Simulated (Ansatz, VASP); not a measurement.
# One calculation of MgO, two programs

```
Mg O
1.0
     0.00000    2.13515    2.13515
     2.13515    0.00000    2.13515
     2.13515    2.13515    0.00000
Mg O
1 1
Cartesian
  0.0000 0.0000 0.0000
  2.1351 2.1351 2.1351
```

Alike in both runs: task electric field gradients; functional r2SCAN; k mesh 11 × 11 × 11; occupations fermi-dirac, width 0.01 eV; no spin polarisation.

```csv
,VASP,Ansatz
version,VASP 6.6.1,Ansatz 0.2.0
potentials or method,"VASP PAW PBE potentials, release 64 (Mg, O)","PAW with Ansatz's default frozen-core files, scalar-relativistic"
plane-wave cutoff (eV),520,500
valence electrons in the cell,8,16
```

```tsv
	VASP	Ansatz	Ansatz less VASP
gap on the k mesh at the Fermi level (eV)	5.20	5.22	+0.025
pressure (GPa)	-8.2	-7.1	+1.12
Vzz of the field gradient on the site that differs most (V/Å²)	0.0	0.0	+0.01
```

The functional is the same, so the differences come from potentials, cutoffs and numerics. The two sets of potentials don't hold the same shells in valence.

Caveats: the PAW data sets were made with another functional, which shifts forces and pressure a little (VASP). r2SCAN opens gaps a little over a GGA but as a rule still falls short of measured ones.
